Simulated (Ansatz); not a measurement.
A relaxed cell of Ge is given with its symmetry left out. The cell was found from a structure generator's guess, not taken from experiment.

Method: DFT PBE, scalar-relativistic, plane waves, PAW (Ansatz 0.2.0). Cutoff 420 eV, Γ-centred mesh, Gaussian smearing, no spin polarisation.

```cif
data_structure
_symmetry_space_group_name_H-M 'P 1'
_symmetry_Int_Tables_number 1
_cell_length_a 5.9722
_cell_length_b 5.9722
_cell_length_c 5.9008
_cell_angle_alpha 90.000
_cell_angle_beta 90.000
_cell_angle_gamma 120.000
_cell_volume 182.27
loop_
_atom_site_label
_atom_site_type_symbol
_atom_site_fract_x
_atom_site_fract_y
_atom_site_fract_z
_atom_site_occupancy
Ge1 Ge 0.53411 0.13650 0.41958 1
Ge2 Ge 0.86350 0.39761 0.08624 1
Ge3 Ge 0.60239 0.46589 0.75291 1
Ge4 Ge 0.13650 0.53411 0.58042 1
Ge5 Ge 0.39761 0.86350 0.91376 1
Ge6 Ge 0.46589 0.60239 0.24709 1
Ge7 Ge 0.83048 0.00000 0.66667 1
Ge8 Ge 0.00000 0.83048 0.33333 1
Ge9 Ge 0.16952 0.16952 0.00000 1
```

Energies count from the standard state of Ge at the same level.

Question: Find its symmetry and describe it.

Answer: P3_221 (No. 154). Conventional cell: a = 5.972 Å, c = 5.901 Å. Ge on a site of symmetry 1 has 4 Ge at 2.67–2.82 Å; Ge on a site of symmetry 2 has 6 Ge at 2.64–2.82 Å.

Question: How far does it lie from the standard state of Ge?

Answer: +0.27 eV/atom. So it is a metastable form at best.

Question: Is it a metal?

Answer: Yes, bands cross the Fermi level on the 6×6×6 mesh.

Question: From what recipe could a structure generator have reached it?

Answer: One such recipe: 3-, 4-connected net of one element (P3_221, No. 154). Other recipes can lead to the same cell.

The last run used a 6×6×6 mesh for its 9-atom cell and Gaussian smearing of 0.10 eV. A structure relaxed within its symmetry needn't be a true minimum. Another cell of Ge relaxed alike, in Cmcm, lies 186 meV/atom lower, so this cell isn't the stable form at this level.
